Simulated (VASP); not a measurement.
# Rh in VASP: work function with PBE

Aim: the work function of Rh with PBE.

Everything below comes from runs of VASP 6.6.1. Logs are shortened: lines on timing, memory, paths and dates and some standing lists are left out, and cuts for length are marked.

### 1 Starting point

The cell holds a slab with vacuum, 4 atoms: a = 2.719 Å, b = 2.719 Å, c = 32.123 Å, α = 90.00°, β = 90.00°, γ = 120.00°.

The cell was built by a generator and needn't be a form met in nature.

### 2 Work function, PBE

INCAR reads:

```
SYSTEM = Rh
PREC     = Accurate       ! precision mode
ENCUT    = 520            ! plane-wave cutoff, eV
EDIFF    = 1E-7           ! SCF threshold, eV
ISMEAR   = 1              ! smearing method
SIGMA    = 0.1            ! smearing width, eV
LREAL    = .False.        ! projectors in reciprocal space
LASPH    = .True.         ! aspherical terms in the spheres
NELM     = 100            ! most SCF steps
ALGO     = Normal         ! electronic algorithm
ISIF     = 2              ! what is computed and relaxed
LWAVE    = .False.        ! write WAVECAR
LCHARG   = .True.         ! write CHGCAR
LDIPOL   = .True.       
IDIPOL   = 3            
DIPOL    = 0.5 0.5 0.500
GGA      = PE             ! functional
LVHAR    = .True.       
LVACPOTAV= .True.       
KPAR     = 2
```

KPOINTS reads:

```
Automatic mesh
0
Gamma
  14 14 1
  0 0 0
```

POSCAR reads:

```
Rh                                      
1.0
    2.7193470000      0.0000000000      0.0000000000
   -1.3596735000      2.3550235400      0.0000000000
    0.0000000000      0.0000000000     32.1226475300
  Rh            
     4
Direct
     0.6666669999999968    0.3333330000000032    0.3988486045910188
     0.3333340000000007    0.6666659999999993    0.4661970809825997
     0.0000000000000000    0.0000000000000000    0.5338029190174003
     0.6666669999999968    0.3333330000000032    0.6011513954089811
```

Potentials or basis: VASP PAW PBE potentials, release 64 (Rh_pv).

The run is started by

```bash
$ cat potpaw_PBE.64/Rh_pv/POTCAR > POTCAR
$ mpirun -np 2 vasp_std > vasp.out
```

OUTCAR:

```text
SYSTEM = Rh
   PREC = Accurate
   ENCUT = 520
   EDIFF = 1E-7
   ISMEAR = 1
   LREAL = .False.
   LASPH = .True.
   NELM = 100
   ISIF = 2
   GGA = PE

 ion  position               nearest neighbor table
   1  0.667  0.333  0.399-   2 2.67   2 2.67   2 2.67
   2  0.333  0.667  0.466-   1 2.67   1 2.67   1 2.67   3 2.68   3 2.68   3 2.68
   3  0.000  0.000  0.534-   4 2.67   4 2.67   4 2.67   2 2.68   2 2.68   2 2.68
   4  0.667  0.333  0.601-   3 2.67   3 2.67   3 2.67

  LATTYP: Found a hexagonal cell.
 ALAT       =     2.7193470000
 C/A-ratio  =    11.8126327865

  Lattice vectors:

 A1 = (   2.7193470000,   0.0000000000,   0.0000000000)
 A2 = (  -1.3596735000,   2.3550235400,   0.0000000000)
 A3 = (   0.0000000000,   0.0000000000,  32.1226475300)

Analysis of symmetry for initial positions (statically):
=====================================================================
 Subroutine PRICEL returns:
 Original cell was already a primitive cell.

 Routine SETGRP: Setting up the symmetry group for a
 hexagonal supercell.

 Subroutine GETGRP returns: Found 12 space group operations
 (whereof  6 operations were pure point group operations)
 out of a pool of 24 trial point group operations.

The static configuration has the point symmetry C_3v.
 The point group associated with its full space group is D_3d.

Analysis of symmetry for dynamics (positions and initial velocities):
=====================================================================
 Subroutine PRICEL returns:
 Original cell was already a primitive cell.

 Routine SETGRP: Setting up the symmetry group for a
 hexagonal supercell.

 Subroutine GETGRP returns: Found 12 space group operations
 (whereof  6 operations were pure point group operations)
 out of a pool of 24 trial point group operations.

The dynamic configuration has the point symmetry C_3v.
 The point group associated with its full space group is D_3d.

 Subroutine INISYM returns: Found 12 space group operations
 (whereof  6 operations are pure point group operations),
 and found     1 'primitive' translations

----------------------------------------------------------------------------------------

                                     Primitive cell

  volume of cell :     205.7175

  direct lattice vectors                    reciprocal lattice vectors
     2.719347000  0.000000000  0.000000000     0.367735342  0.212312103  0.000000000
    -1.359673500  2.355023540  0.000000000     0.000000000  0.424624206  0.000000000
     0.000000000  0.000000000 32.122647530     0.000000000  0.000000000  0.031130684

  length of vectors
     2.719347000  2.719346962 32.122647530     0.424624200  0.424624206  0.031130684

  position of ions in fractional coordinates (direct lattice)
     0.666667000  0.333333000  0.398848605
     0.333334000  0.666666000  0.466197081
     0.000000000  0.000000000  0.533802919
     0.666667000  0.333333000  0.601151395

  ion indices of the primitive-cell ions
   primitive index   ion index
                 1           1
                 2           2
                 3           3
                 4           4

----------------------------------------------------------------------------------------

 KPOINTS: Automatic mesh

Automatic generation of k-mesh.
 Grid dimensions read from file:
 generate k-points for:   14   14    1

 Generating k-lattice:

  Cartesian coordinates                     Fractional coordinates (reciprocal lattice)
     0.026266810  0.015165150  0.000000000     0.071428571  0.000000000  0.000000000
     0.000000000  0.030330300  0.000000000     0.000000000  0.071428571  0.000000000
     0.000000000  0.000000000  0.031130684     0.000000000  0.000000000  1.000000000

  Length of vectors
     0.030330300  0.030330300  0.031130684

  Shift w.r.t. Gamma in fractional coordinates (k-lattice)
     0.000000000  0.000000000  0.000000000

 Subroutine IBZKPT returns following result:
 ===========================================

 Found     24 irreducible k-points:

 Following reciprocal coordinates:
            Coordinates               Weight
  0.000000  0.000000  0.000000      1.000000
  0.071429  0.000000  0.000000      6.000000
  0.142857  0.000000  0.000000      6.000000
  0.214286  0.000000  0.000000      6.000000
  0.285714  0.000000  0.000000      6.000000
  0.357143 -0.000000  0.000000      6.000000
[... 16 lines left out ...]
  0.285714  0.285714  0.000000      6.000000
  0.357143  0.285714  0.000000      6.000000
   k-points           NKPTS =     24   k-points in BZ     NKDIM =     24   number of bands    NBANDS=     36
   number of dos      NEDOS =    301   number of ions     NIONS =      4
   total plane-waves  NPLWV =  96000
   dimension x,y,z NGX =    20 NGY =   20 NGZ =  240
   dimension x,y,z NGXF=    40 NGYF=   40 NGZF=  480
   ions per type =               4
   NGX,Y,Z   is equivalent  to a cutoff of  12.23, 12.23, 12.42 a.u.
   NGXF,Y,Z  is equivalent  to a cutoff of  24.45, 24.45, 24.84 a.u.
 SYSTEM =  Rh
   PREC   = accura    normal or accurate (medium, high low for compatibility)
   ISTART =      0    job   : 0-new  1-cont  2-samecut
   ICHARG =      2    charge: 1-file 2-atom 10-const
   ISPIN  =      1    spin polarized calculation?
   LNONCOLLINEAR =      F non collinear calculations
   LSORBIT =      F    spin-orbit coupling
   LASPH  =      T    aspherical Exc in radial PAW
   ENCUT  =  520.0 eV  38.22 Ry    6.18 a.u.   5.06  5.06 59.73*2*pi/ulx,y,z
   NELM   =    100;   NELMIN=  2; NELMDL= -5     # of ELM steps
   EDIFF  = 0.1E-06   stopping-criterion for ELM
   LREAL  =      F    real-space projection
   EDIFFG = 0.1E-05   stopping-criterion for IOM
   NSW    =      0    number of steps for IOM
   IBRION =     -1    ionic relax: 0-MD 1-quasi-New 2-CG
   NFREE  =      0    steps in history (QN), initial steepest desc. (CG)
   ISIF   =      2    stress and relaxation
   ISYM   =      2    0-nonsym 1-usesym 2-fastsym
   POTIM  = 0.5000    time-step for ionic-motion
   TEBEG  =    0.0;   TEEND  =   0.0 temperature during run
   PSTRESS=    0.0 pullay stress
   NELECT =      60.0000    total number of electrons
   NUPDOWN=      -1.0000    fix difference up-down
   EMIN   =  10.00;   EMAX   =-10.00  energy-range for DOS
   EFERMI =   0.00;   METHOD = LEGACY
   ISMEAR =     1;   SIGMA  =   0.10  broadening in eV -4-tet -1-fermi 0-gaus
   EFERMI_NEDOS =   21; number of points for ismear=-14 and -15
   IALGO  =     38    algorithm
   IMIX   =      4    mixing-type and parameters
     AMIX     =   0.40;   BMIX     =  1.00
     AMIX_MAG =   1.60;   BMIX_MAG =  1.00
  volume/ion in A,a.u.               =      51.43       347.06
  Fermi-wavevector in a.u.,A,eV,Ry     =   1.085679  2.051636 16.037177  1.178699
  Thomas-Fermi vector in A             =   2.221798
   LORBIT       =      0    0 simple, 1 ext, 2 COOP (PROOUT), +10 PAW based schemes
   GGA     = PE    functional components
   LHFCALC =     F    Hartree Fock is set to
   AEXX    =    0.0000 exact exchange contribution
   IVDW    =     0    specifies the selected vdW correction
   LEPSILON=     F    determine dielectric tensor
   LRPA    =     F    only Hartree local field effects (RPA)
 non-spin polarized calculation
 Methfessel and Paxton  Order N= 1 SIGMA  =   0.10
  energy-cutoff  :      520.00
  volume of cell :      205.72
 maximum number of plane-waves:      5585
   NGX = 11   NGY = 11   NGZ =119

 number of electron      60.0000006 magnetization

 dipolmoment           0.000000      0.000000     -0.000001 electrons x Angstroem

 Free energy of the ion-electron system (eV)
  ---------------------------------------------------
  ext. energy  EPLUGINS =         0.00000000
  ---------------------------------------------------
  free energy    TOTEN  =       -27.41857968 eV

  energy without entropy =      -27.41669902  energy(sigma->0) =      -27.41795279

 E-fermi :  -0.5977     XC(G=0):  -4.3740

 val. band max:       -0.6001732684   @ k =   0.0714   0.0000   0.0000
 cond. band min:      -0.5974831235   @ k =   0.2143   0.0000   0.0000
 fundamental gap:      0.0026901449
 Fermi energy:        -0.5976903230

 k-point     1 :       0.0000    0.0000    0.0000
  band No.  band energies     occupation
      1     -47.6314      2.00000
      2     -47.2880      2.00000
      3     -47.0652      2.00000
      4     -47.0652      2.00000
      5     -47.0102      2.00000
      6     -47.0102      2.00000
[... 28 lines left out ...]
     35      -0.0970     -0.00000
     36      -0.0970     -0.00000

 k-point     2 :       0.0714    0.0000    0.0000
  band No.  band energies     occupation
      1     -47.6237      2.00000
      2     -47.2908      2.00000
      3     -47.0865      2.00000
      4     -47.0725      2.00000
      5     -47.0372      2.00000
      6     -47.0152      2.00000
[... 28 lines left out ...]
     35      -0.0863     -0.00000
     36       0.4026     -0.00000

 k-point     3 :       0.1429    0.0000    0.0000
  band No.  band energies     occupation
      1     -47.6020      2.00000
      2     -47.3049      2.00000
      3     -47.1422      2.00000
      4     -47.1086      2.00000
      5     -47.0926      2.00000
      6     -47.0295      2.00000
[... 28 lines left out ...]
     35      -0.0592     -0.00000
     36       1.3418     -0.00000
[... 742 lines left out ...]
 k-point    23 :       0.2857    0.2857    0.0000
  band No.  band energies     occupation
      1     -47.5191      2.00000
      2     -47.4951      2.00000
      3     -47.4149      2.00000
      4     -47.3162      2.00000
      5     -47.2794      2.00000
      6     -47.2419      2.00000
[... 28 lines left out ...]
     35       5.9463      0.00000
     36       7.3670      0.00000

 k-point    24 :       0.3571    0.2857    0.0000
  band No.  band energies     occupation
      1     -47.5016      2.00000
      2     -47.4916      2.00000
      3     -47.4310      2.00000
      4     -47.3394      2.00000
      5     -47.2737      2.00000
      6     -47.2618      2.00000
[... 28 lines left out ...]
     35       6.4134      0.00000
     36       7.0562      0.00000

------------------------ aborting loop because EDIFF is reached ----------------------------------------

 vacuum level on the upper side and lower side of the slab       (xc-potential included)        -0.123        -0.123

  FORCE on cell =-STRESS in cart. coord.  units (eV):
  Direction    XX          YY          ZZ          XY          YZ          ZX
  --------------------------------------------------------------------------------------
  -------------------------------------------------------------------------------------
  Total       -2.5849131     -2.5849130     -0.0831546      0.0000000      0.0000000      0.0000000
  in kB      -20.1319253    -20.1319245     -0.6476283      0.0000000      0.0000000      0.0000000
  external PRESSURE =     -13.6371594 kB  Pullay stress =       0.0000000 kB

 VOLUME and BASIS-vectors are now :
 -----------------------------------------------------------------------------
  energy-cutoff  :      520.00
  volume of cell :      205.72
      direct lattice vectors                 reciprocal lattice vectors
     2.719347000  0.000000000  0.000000000     0.367735342  0.212312103  0.000000000
    -1.359673500  2.355023540  0.000000000     0.000000000  0.424624206  0.000000000
     0.000000000  0.000000000 32.122647530     0.000000000  0.000000000  0.031130684

 POSITION                                       TOTAL-FORCE (eV/Angst)
 -----------------------------------------------------------------------------------
      1.35967      0.78501     12.81207         0.000000      0.000000      0.010183
      0.00000      1.57001     14.97548        -0.000000     -0.000000     -0.006630
      0.00000      0.00000     17.14716         0.000000      0.000000      0.006630
      1.35967      0.78501     19.31057        -0.000000     -0.000000     -0.010183
 -----------------------------------------------------------------------------------
    total drift:                               -0.005561      0.003210      0.000192

  FREE ENERGIE OF THE ION-ELECTRON SYSTEM (eV)
  ---------------------------------------------------
  free  energy   TOTEN  =       -27.4185796789 eV

  energy  without entropy=      -27.4166990225  energy(sigma->0) =      -27.41795279

 vacuum level on the upper side and lower side of the slab         4.556         4.556
```

It took 1.8 min on 2 MPI ranks of Intel Xeon Platinum 8488C (Sapphire Rapids), shared host; peak memory 0.34 GiB.

What came out:

* Free energy: -27.4186 eV
* Largest force: 0.010 eV/Å
* Band gap on the k mesh: none (metal or under the smearing width)
* Work function of the upper face: 5.15 eV
* Work function of the lower face: 5.15 eV

Forces on the atoms (eV/Å):
```
Rh   0.000  0.000  0.010
Rh   0.000  0.000 -0.007
Rh   0.000  0.000  0.007
Rh   0.000  0.000 -0.010
```
